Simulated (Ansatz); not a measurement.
# TiSe2: properties at the relaxed cell

This session takes TiSe2 and sets out to compute bands, density of states and charges and compare with the cell as listed.

A COD entry behind a cell of this session may itself be a prediction, so a difference from it is no test against experiment.

Method: DFT PBE+D3(BJ), scalar-relativistic, plane waves, PAW, in Ansatz 0.2.0.

1 further run of the same task is left out (set aside as unsound or not needed).

### Step 1. Starting point

Symmetry: P-3m1, No. 164, trigonal system. The conventional cell has a = 3.481 Å, b = 3.481 Å, c = 5.873 Å, α = 90.00°, β = 90.00°, γ = 120.00°. Ti (site symmetry -3m) is surrounded by 6 Se at 2.54 Å. Around Se (site symmetry 3m) lie 3 Ti at 2.54 Å.

Coordinates:

```
CELL_PARAMETERS angstrom
3.48071 0.00000 0.00000
-1.74036 3.01439 0.00000
0.00000 0.00000 5.87316
ATOMIC_POSITIONS crystal
Ti 0.00000 0.00000 0.00000
Se 0.33333 0.66667 0.26467
Se 0.66667 0.33333 0.73533
```

This cell was relaxed beforehand with the same method: volume 20.54 Å³/atom, gap on the mesh none (metal).

### Step 2. Bands, states and charges

Contents of input.yaml:

```yaml
crystal:
  lattice:
    - [3.4807141373, 0.0, 0.0]
    - [-1.7403570686, 3.0143868662, 0.0]
    - [0.0, 0.0, 5.873157448]
  atoms:
    - { symbol: Ti, position: [0.0, 0.0, 0.0] }
    - { symbol: Se, position: [0.3333333333, 0.6666666667, 0.2646670002] }
    - { symbol: Se, position: [0.6666666667, 0.3333333333, 0.7353329998] }
basis:
  ecutwfc: 420
kpoints:
  mp_grid: { grid: [15, 15, 8] }
  band_path:
    path:
      - [[0.0, 0.0, 0.0], [0.5, 0.0, 0.0], [0.33333333, 0.33333333, 0.0], [0.0, 0.0, 0.0], [0.0, 0.0, 0.5], [0.5, 0.0, 0.5], [0.33333333, 0.33333333, 0.5], [0.0, 0.0, 0.5]]
      - [[0.5, 0.0, 0.5], [0.5, 0.0, 0.0]]
      - [[0.33333333, 0.33333333, 0.5], [0.33333333, 0.33333333, 0.0]]
    npoints: 14
hamiltonian:
  xc: pbe
  dispersion: d3bj
scf:
  occupations: { method: gaussian, width: 0.1 }
  n_extra_bands: 7
output:
  forces: true
  stress: true
  eigenvalues: true
  populations: true
  dos: { projected: true, de: 0.02, nscf_kmesh: { grid: [23, 23, 12] } }
  bader: true
  write_density: true
  write_potential: true
  elf: true
  volumetric_format: npy
```

Started as:

```console
$ ansatz run input.yaml --threads 1 --pin off --max-ram 2560MiB --backend cpu --events-out ev --progress --plain --runs-dir out
```

Output:

```text
Warning: RAYON_NUM_THREADS=1 ignored (pool sized by the plan → 1); use --threads N
scf.n_extra_bands = 7 over 22 filled bands (N_el = 44.0): the run solves 29 bands
Engine: ansatz 0.2.0, x86_64-unknown-linux-gnu
Pseudopotentials: kind: paw
Pseudopotential: Ti, paw, valence charge 12, recommended cutoff 420 eV (normal), Ti.paw.azcp
Pseudopotential: Se, paw, valence charge 16, recommended cutoff 420 eV (normal), Se.paw.azcp
Functional definition: PBE
  parameter kappa = 0.804
  parameter beta = 0.06672455060314922
  exchange = pbe_x(kappa = kappa, mu = beta*pi^2/3)
  correlation = pbe_c(beta = beta)
Crystal: 3 atoms, lattice volume = 61.622 Å³
Basis set: ecut = 420 eV, 1201 PW (Γ), exchange–correlation on 48×48×80 points (8 copies of the dense FFT grid, shifted against one another)
Bands: 29, of which v1, the nominal top of the filled ones, is band 22 counted from 1 (21 counted from 0)
Symmetry: 12 space group operations
Space group: P-3m1 (ITA 164), of the structure as read, at distance tolerance 3.9e-5 Å
k-points: 192 of 1800
Non-local potential: Ti, projectors of the file, l = 0: 3, l = 1: 2, l = 2: 3, l = 3: 1
Non-local potential: Se, projectors of the file, l = 0: 2, l = 1: 2, l = 2: 3, l = 3: 1
PAW form: soft (Blöchl's): semilocal exchange-correlation on the pseudo side does not see the compensation charge
PAW one-centre angular grid: Ti, 590 points (default); XC on 64 Gauss nodes
PAW one-centre angular grid: Se, 590 points (default); XC on 64 Gauss nodes
Initial density: superposition of atomic densities (neutral atoms: chi_scale 0, normalization atom), corrected by the library's trained network
Initial wavefunctions: pseudopotential atomic-orbital guess
Functional: x = pbe(κ = 0.804, μ = 0.2195149727645171), c = pbe(β = 0.06672455060314922)
SCF iter   1: F=—  HF=-13442.472442 eV  |F-HF|=—  |Δ(HF+E_count)|=         —  Δρ=3.04e-3  dr2=1.40e-2  ethr=1.77e-3  ⟨swp⟩=5.3  Hψ=22783  notcnv=0
preconditioner: auto → LDOS  [metal: Δε(μ)=0.026 eV  Ē_g=8.801 eV  σ=0.100 eV  W_gap=0.15  n_scr=22 (ndim 8)  ℏωp=18.9 eV  f_vac=0.019  D(μ)=0.84/eV (n_scr^D=2)  β→1.0]
SCF iter   2: F=—  HF=-13442.475876 eV  |F-HF|=—  |Δ(HF+E_count)|=   3.43e-3  Δρ=5.17e-3  dr2=4.06e-2  ethr=3.17e-5  ⟨swp⟩=1.8  Hψ=7777  notcnv=0  defer=75
SCF iter   3: F=—  HF=-13442.471637 eV  |F-HF|=—  |Δ(HF+E_count)|=   4.24e-3  Δρ=3.78e-4  dr2=1.72e-4  ethr=3.17e-5  ⟨swp⟩=2.0  Hψ=7176  notcnv=0  defer=75
SCF iter   4: F=—  HF=-13442.471615 eV  |F-HF|=—  |Δ(HF+E_count)|=   2.21e-5  Δρ=4.55e-5  dr2=2.63e-6  ethr=3.91e-7  ⟨swp⟩=2.0  Hψ=6372  notcnv=0  defer=75
SCF iter   5: F=—  HF=-13442.471663 eV  |F-HF|=—  |Δ(HF+E_count)|=   4.83e-5  Δρ=2.52e-5  dr2=4.89e-7  ethr=5.99e-9  ⟨swp⟩=2.3  Hψ=9037  notcnv=0  defer=75
SCF iter   6: F=-13442.471663 eV  HF=-13442.471663 eV  |F-HF|=1.57e-9  |Δ(HF+E_count)|=   1.21e-7  Δρ=3.25e-6  dr2=6.56e-9  ethr=2.27e-10  ⟨swp⟩=11.5  Hψ=36188  notcnv=0
SCF 1 converged in 6 iterations: F = -13442.471663 eV  dr2 = 6.56e-9
  Residual-converged pass: ⟨swp⟩=1.0  Hψ=6337  notcnv=0  max |occ|·‖R‖ = 7.1e-9 eV (tolerance 1.0e-8 eV)  dr2=6.56e-9  dr2_onsite=2.54e-9  max |Δocc| = 7.2e-11
NSCF: frozen V_eff on 129 k-points
NSCF: frozen V_eff on 612 k-points
SCF converged after 6 iterations
Free energy (F): -13442.471663 eV
Harris-Foulkes:  -13442.471663 eV  (|F-HF|=1.57e-9)
Internal energy: -13442.467269 eV  (E = F + TS)
E sigma→0 (E₀):  -13442.469466 eV
Entropy (-TS):   -0.004394 eV (-1.465 meV/atom)
Fermi energy:    10.492901 eV
--- Per-component energies (eV) ---
  E_band       = -887.325114
  E_kinetic    = 510.968124
  E_local      = -5524.413291  (includes V_loc(G=0)·N_el)
  E_nonlocal   = -1184.900036
  E_hartree    = 2681.376500
  E_xc         = -307.631286
  E_vxc        = -320.658168  (∫ρ·V_xc dr)
  E_paw        = -4869.085237  (= ΣΔE_a)
  E_vpaw       = 268.927376  (= ΣTr[D̂ρ^β])
  E_aug_tail   = -0.001092  (compensation charges beyond the density's cutoff)
  E_ewald      = -4747.430422
  E_disp       = -1.350528  (pairwise vdW)
  E_smearing   = -0.004394  (= −TS)
  E_closure    = 0.000000  (closes the sum)
  Σ components = -13442.471663   (vs F -13442.471663, Δ=0.00e0)
--- Forces (eV/Å), atoms counted from 1 ---
  atom   1  Ti    -0.00000000    -0.00000000     0.00000000
  atom   2  Se    -0.00000000     0.00000000    -0.00385666
  atom   3  Se     0.00000000    -0.00000000     0.00385666
  max |Σ_I F_I| component: 2.31e-18 eV/Å
--- Stress (GPa, compression-positive) ---
        0.005214      -0.000000       0.000000
       -0.000000       0.005214       0.000000
       -0.000000       0.000000      -0.036765
  P = ⅓ Tr σ = -0.0088 GPa (-0.088 kbar)
--- Band table (eV; the first three rows and the last of 192) ---
  k-point 0: bands = ["-46.9941", "-36.8623", "-36.8623", "-36.8620", "-36.8620", "-36.8545", "-36.8545", "-36.8539", "-36.8539", "-36.8504", "-36.8498", "-23.2336", "-23.2160", "-23.2160", "-3.7076", "-2.1045", "4.8316", "8.2631", "8.2631", "10.8486", "11.0203", "11.0203", "11.0777", "11.1153", "11.1153", "13.8090", "13.8090", "16.2368", "16.6528"]
  k-point 1: bands = ["-46.9941", "-36.8624", "-36.8624", "-36.8619", "-36.8619", "-36.8544", "-36.8544", "-36.8539", "-36.8539", "-36.8504", "-36.8499", "-23.2337", "-23.2160", "-23.2160", "-3.6621", "-2.1869", "5.0033", "8.2741", "8.2741", "10.2152", "11.0133", "11.0133", "11.0703", "11.0703", "11.4307", "13.8760", "13.8760", "16.3018", "16.9370"]
  k-point 2: bands = ["-46.9941", "-36.8626", "-36.8626", "-36.8617", "-36.8617", "-36.8544", "-36.8544", "-36.8539", "-36.8539", "-36.8503", "-36.8499", "-23.2337", "-23.2160", "-23.2160", "-3.5296", "-2.4051", "5.4850", "8.3015", "8.3015", "9.2821", "10.9464", "10.9464", "11.0172", "11.0172", "11.6535", "14.0341", "14.0341", "16.4851", "17.5952"]
  k-point 191: bands = ["-46.9841", "-36.8621", "-36.8613", "-36.8613", "-36.8601", "-36.8544", "-36.8544", "-36.8543", "-36.8537", "-36.8488", "-36.8488", "-23.2886", "-23.2886", "-23.2062", "-1.7547", "-1.7547", "6.0281", "6.0281", "6.6698", "7.1040", "8.3907", "8.3907", "11.7607", "11.7691", "11.7691", "14.1100", "14.1100", "17.5361", "17.5361"]
--- Löwdin populations: 3 sites ---
  site symbol       q [e]
     0     Ti     11.3191
     1     Se     16.2645
     2     Se     16.2645
  spilling = 0.003450 (of n_electrons = 44.000000)
--- Bader charges: 3 sites ---
  site symbol  charge [e]  shift [e]
     0     Ti      1.5607     0.0000
     1     Se     -0.7803     0.0000
     2     Se     -0.7803     0.0000
  estimated error of the sums over rays = 7.1e-4 e
```

Wall time 53 s (1 thread of Intel Xeon Platinum 8559C (Emerald Rapids), shared host); peak memory 0.87 GiB.

By site:

| atom | Löwdin electrons | Bader charge (e) | Bader volume (Å³) |
| --- | --- | --- | --- |
| Ti1 | 11.32 | +1.56 | 9.8 |
| Se2 | 16.26 | -0.78 | 25.9 |
| Se3 | 16.26 | -0.78 | 25.9 |

The Löwdin counts miss 0.15 of the 44 electrons, which the atomic orbitals do not span, so they are no charges.

From bands.tsv, the levels nearest the Fermi level at the path's corners, in eV from the Fermi level:

```
point  band 19  band 20  band 21  band 22  band 23  band 24  band 25  band 26
    Γ    -2.23     0.36     0.53     0.53     0.58     0.62     0.62     3.32
    M    -2.92    -2.86    -2.23    -1.40     0.06     1.49     1.91     3.25
    K    -4.11    -2.67    -2.67    -2.41     1.26     1.76     1.76     2.63
    Γ    -2.23     0.36     0.53     0.53     0.58     0.62     0.62     3.32
    A    -2.15    -2.15     0.31     0.31     0.51     0.51     1.28     3.76
    L    -2.82    -2.53    -1.12    -0.84    -0.24     1.49     1.88     3.08
    H    -3.82    -3.39    -2.10    -2.10     1.27     1.28     1.28     3.62
    A    -2.15    -2.15     0.31     0.31     0.51     0.51     1.28     3.76
    L    -2.82    -2.53    -1.12    -0.84    -0.24     1.49     1.88     3.08
    M    -2.92    -2.86    -2.23    -1.40     0.06     1.49     1.91     3.25
    H    -3.82    -3.39    -2.10    -2.10     1.27     1.28     1.28     3.62
    K    -4.11    -2.67    -2.67    -2.41     1.26     1.76     1.76     2.63
```

Counts of states by energy window (eV from the Fermi level), total and by projection:

```csv
from,to,total,Ti 3d,Se 4p
-5,-4,2.52,0.34,1.98
-4,-3,1.71,0.28,1.27
-3,-2,4.03,1.22,2.66
-2,-1,2.36,0.46,1.79
-1,0,0.85,0.26,0.57
0,1,1.90,1.47,0.36
1,2,4.01,3.20,0.72
2,3,1.46,0.89,0.46
3,4,2.58,1.39,1.00
4,5,0.06,0.03,0.02
5,6,0.32,0.01,0.02
```

Below -5 eV lie 33 or so more states.

Density in a lattice plane of the grid's cell (edges 3.48 and 5.87 Å, at 0.000 of the third edge), which holds Ti.

Values in e/Å³, 12 rows by 8 columns:
```
 5.47  2.80  0.43  0.22  0.21  0.22  0.43  2.80
 0.31  0.27  0.27  0.33  0.38  0.33  0.27  0.27
 0.11  0.14  0.25  0.41  0.50  0.41  0.25  0.14
 0.06  0.08  0.17  0.30  0.39  0.30  0.17  0.08
 0.03  0.04  0.08  0.14  0.17  0.14  0.08  0.04
 0.02  0.03  0.05  0.08  0.09  0.08  0.05  0.03
 0.03  0.04  0.08  0.14  0.17  0.14  0.08  0.04
 0.06  0.08  0.17  0.30  0.39  0.30  0.17  0.08
 0.11  0.14  0.25  0.41  0.50  0.41  0.25  0.14
 0.31  0.27  0.27  0.33  0.38  0.33  0.27  0.27
 5.47  2.80  0.43  0.22  0.21  0.22  0.43  2.80
10.15  6.55  0.78  0.17  0.15  0.17  0.78  6.55
```
Columns run along the first of these edges and rows up along the second, over one cell in 8 and 12 even steps from the bottom left corner. Atoms in the plane (fractional): Ti at (0.00, 0.00).

ELF in the same plane.

Values, 12 rows by 8 columns:
```
0.53 0.58 0.19 0.33 0.50 0.33 0.19 0.58
0.08 0.10 0.36 0.68 0.70 0.68 0.36 0.10
0.09 0.22 0.58 0.72 0.73 0.72 0.58 0.22
0.08 0.17 0.49 0.69 0.73 0.69 0.49 0.17
0.03 0.06 0.20 0.40 0.48 0.40 0.20 0.06
0.01 0.02 0.04 0.08 0.10 0.08 0.04 0.02
0.03 0.06 0.20 0.40 0.48 0.40 0.20 0.06
0.08 0.17 0.49 0.69 0.73 0.69 0.49 0.17
0.09 0.22 0.58 0.72 0.73 0.72 0.58 0.22
0.08 0.10 0.36 0.68 0.70 0.68 0.36 0.10
0.53 0.58 0.19 0.33 0.50 0.33 0.19 0.58
0.00 0.51 0.27 0.12 0.26 0.12 0.27 0.51
```
Columns run along the first of these edges and rows up along the second, over one cell in 8 and 12 even steps from the bottom left corner. Atoms in the plane (fractional): Ti at (0.00, 0.00).

Both are smooth fields of the valence electrons: close to the nuclei they are not physical.

The highest ELF values outside the cores: 0.85 beside Se, off the lines to its neighbours, 0.8 Å from Se; 0.81 on the Se–Ti line, 0.9 Å from Se.

### Step 3. The cell as listed, for comparison

Contents of input.yaml:

```yaml
crystal:
  lattice:
    - [3.536, 0.0, 0.0]
    - [-1.768, 3.0622658278, 0.0]
    - [0.0, 0.0, 6.004]
  atoms:
    - { symbol: Ti, position: [0.0, 0.0, 0.0] }
    - { symbol: Se, position: [0.3333333333, 0.6666666667, 0.2552] }
    - { symbol: Se, position: [0.6666666667, 0.3333333333, 0.7448] }
basis:
  ecutwfc: 420
kpoints:
  mp_grid: { grid: [15, 15, 8] }
hamiltonian:
  xc: pbe
  dispersion: d3bj
scf:
  occupations: { method: gaussian, width: 0.1 }
output:
  forces: true
  stress: true
  eigenvalues: true
  populations: true
```

Started as:

```console
$ ansatz run input.yaml --threads 1 --pin off --max-ram 2560MiB --backend cpu --events-out ev --progress --plain --runs-dir out
```

Output, cut to the lines that bear on the results:

```text
Warning: RAYON_NUM_THREADS=1 ignored (pool sized by the plan → 1); use --threads N
[...]
[... 4 set-up lines as earlier in the session ...]
[...]
Crystal: 3 atoms, lattice volume = 65.012 Å³
Basis set: ecut = 420 eV, 1287 PW (Γ), exchange–correlation on 48×48×90 points (8 copies of the dense FFT grid, shifted against one another)
Bands: 27, of which v1, the nominal top of the filled ones, is band 22 counted from 1 (21 counted from 0)
[... 1 set-up line as earlier in the session ...]
Space group: P-3m1 (ITA 164), of the structure as read, at distance tolerance 4.0e-5 Å
k-points: 192 of 1800
[...]
SCF iter   1: F=—  HF=-13442.449469 eV  |F-HF|=—  |Δ(HF+E_count)|=         —  Δρ=3.12e-3  dr2=1.40e-2  ethr=1.77e-3  ⟨swp⟩=5.2  Hψ=19126  notcnv=0
[...]
SCF iter   6: F=-13442.449004 eV  HF=-13442.449004 eV  |F-HF|=3.71e-9  |Δ(HF+E_count)|=   3.49e-9  Δρ=4.64e-6  dr2=1.70e-8  ethr=2.27e-10  ⟨swp⟩=6.2  Hψ=22161  notcnv=0
[...]
SCF converged after 6 iterations
Free energy (F): -13442.449004 eV
[...]
E sigma→0 (E₀):  -13442.446957 eV
Entropy (-TS):   -0.004095 eV (-1.365 meV/atom)
Fermi energy:    9.661384 eV
[...]
--- Forces (eV/Å), atoms counted from 1 ---
  atom   1  Ti     0.00000000     0.00000000     0.00000000
  atom   2  Se     0.00000000    -0.00000000     0.08246040
  atom   3  Se    -0.00000000     0.00000000    -0.08246040
[...]
--- Stress (GPa, compression-positive) ---
       -2.038616       0.000000      -0.000000
        0.000000      -2.038616      -0.000000
       -0.000000      -0.000000      -0.900294
  P = ⅓ Tr σ = -1.6592 GPa (-16.592 kbar)
--- Band table (eV; the first three rows and the last of 192) ---
[... band rows left out ...]
[...]
--- Löwdin populations: 3 sites ---
  site symbol       q [e]
     0     Ti     11.2824
     1     Se     16.2846
     2     Se     16.2846
  spilling = 0.003373 (of n_electrons = 44.000000)
```

Run time: 10 s. Hardware: 1 thread of Intel Xeon Platinum 8559C (Emerald Rapids), shared host; peak memory 0.57 GiB.

By site:

| atom | Löwdin electrons |
| --- | --- |
| Ti1 | 11.28 |
| Se2 | 16.28 |
| Se3 | 16.28 |

### Step 4. The listed cell with its atoms relaxed

Changes to input.yaml since step 3:

```diff
@@ -22,2 +22,5 @@
   eigenvalues: true
-  populations: true
+relax:
+  adjacent_minimum: "off"
+  f_tol: 0.01
+  max_steps: 40
```

Started as:

```console
$ ansatz run input.yaml --threads 1 --pin off --max-ram 2560MiB --backend cpu --events-out ev --progress --plain --runs-dir out
```

Output, cut to the lines that bear on the results:

```text
[...]
relax step   4: F+E_penalty+E_count = -13442.44961300 eV  Δ(F+E_penalty+E_count) = +2.544e-8 eV  max|allowed force component| = 8.450e-4 eV/Å  Δτ_max = 0.0000 Å  (2 SCF iters, accepted)
SCF converged after 2 iterations
Free energy (F): -13442.449613 eV
[...]
E sigma→0 (E₀):  -13442.447525 eV
Entropy (-TS):   -0.004175 eV (-1.392 meV/atom)
Fermi energy:    9.662168 eV
[...]
--- Forces (eV/Å), atoms counted from 1 ---
  atom   1  Ti     0.00000000    -0.00000000     0.00000000
  atom   2  Se     0.00000000    -0.00000000     0.00084505
  atom   3  Se     0.00000000     0.00000000    -0.00084505
[...]
--- Stress (GPa, compression-positive) ---
       -2.319995      -0.000000      -0.000000
        0.000000      -2.319995      -0.000000
       -0.000000      -0.000000      -1.424856
  P = ⅓ Tr σ = -2.0216 GPa (-20.216 kbar)
--- Band table (eV; the first three rows and the last of 192) ---
  k-point 0: bands = ["-47.9420", "-37.6308", "-37.6308", "-37.6306", "-37.6306", "-37.6217", "-37.6217", "-37.6211", "-37.6211", "-37.6162", "-37.6158", "-24.1700", "-24.1588", "-24.1588", "-4.2887", "-2.8625", "4.3112", "7.3727", "7.3727", "9.8507", "10.1186", "10.1186", "10.1433", [...]
--- Relaxed structure (4 steps of the walk, 4 accepted, 0 SCFs on fresh bases) ---
  F+E_penalty+E_count = -13442.44961300 eV   max|allowed force component| = 8.450e-4 eV/Å
  atoms:
    - { symbol: Ti, position: [5.144855731799034e-35, 1.2119873667772504e-35, 0.0] }
    - { symbol: Se, position: [0.33333333333333326, 0.6666666666666665, 0.2564168546285251] }
    - { symbol: Se, position: [0.6666666666666665, 0.33333333333333326, 0.743583145371475] }
```

Run time: 31 s. Hardware: 1 thread of Intel Xeon Platinum 8559C (Emerald Rapids), shared host; peak memory 0.61 GiB.

### Step 5. What came out

```
                  quantity                                                            value
                       gap                                                     none (metal)
 states at the Fermi level                                             0.92 per eV per cell
             Bader charges                                             Ti +1.56, Se -0.78 e
               listed cell  7.5 meV/atom above the relaxed cell, -1.7 GPa, gap none (metal)
listed cell, atoms relaxed  7.3 meV/atom above the relaxed cell, -2.0 GPa, gap none (metal)
```

**Reading.** Bands cross the Fermi level: a metal at this level of theory. Of the projected weight within 0.25 eV of the Fermi level, the largest part is Ti 3d (64 %) and Se 4p (34 %). Bader charges reach 1.6 e, so charge transfer in this metal is strong. Held at the listed cell, the crystal is under -2.0 GPa and lies 7.3 meV/atom higher.
